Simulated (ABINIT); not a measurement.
# BP: equation of state with PBE+D3(BJ)

**What was measured.**

From “Equation of state of single-crystal cubic boron phosphide”, 2014, arxiv:1407.1677, for a bulk crystal of BP at 300 K: bulk modulus 179 ± 1 GPa.

Crystal: BP.

```xyz
2
Lattice="0.0000 2.2690 2.2690 2.2690 0.0000 2.2690 2.2690 2.2690 0.0000" Properties=species:S:1:pos:R:3 pbc="T T T"
P     3.4035    3.4035    3.4035
B     0.0000    0.0000    0.0000
```

| Item | Value |
| --- | --- |
| Program | ABINIT 10.8.3 (patched build) |
| Task | equation of state |
| Functional | PBE |
| Dispersion | D3(BJ) |
| Potentials or basis | JTH PAW PBE v2.0 |
| Cutoff | 544 eV |
| k mesh | 10 × 10 × 10 |
| Occupations | fermi-dirac, width 0.05 eV |
| Spin | no spin polarisation |

* Equilibrium volume: 11.45 Å³/atom
* Bulk modulus: 171 GPa
* Pressure derivative of the bulk modulus: 3.8

Energy against volume, from the lowest point:
| volume (Å³/atom) | energy (meV/atom) |
| --- | --- |
| 10.981 | 11.16 |
| 11.214 | 2.76 |
| 11.448 | 0.00 |
| 11.682 | 2.31 |
| 11.915 | 9.27 |
| 12.149 | 20.44 |
| 12.383 | 35.39 |

Run time: 44 s on 1 thread of Arm Neoverse V2, on a shared host, peak memory 0.12 GiB.

Measured bulk modulus of BP: 179 GPa (300 K; “Equation of state of single-crystal cubic boron phosphide”, 2014, arxiv:1407.1677). This calculation gives 171 GPa (-4.5 %). 3 values of this kind are on record (173 to 179 GPa); this one was drawn at random among those near their median, those with a stated uncertainty first. The fit is for a static lattice scaled at fixed shape and fixed fractional positions.

Caveat: pressures at fixed basis lie under the slope of the energies.
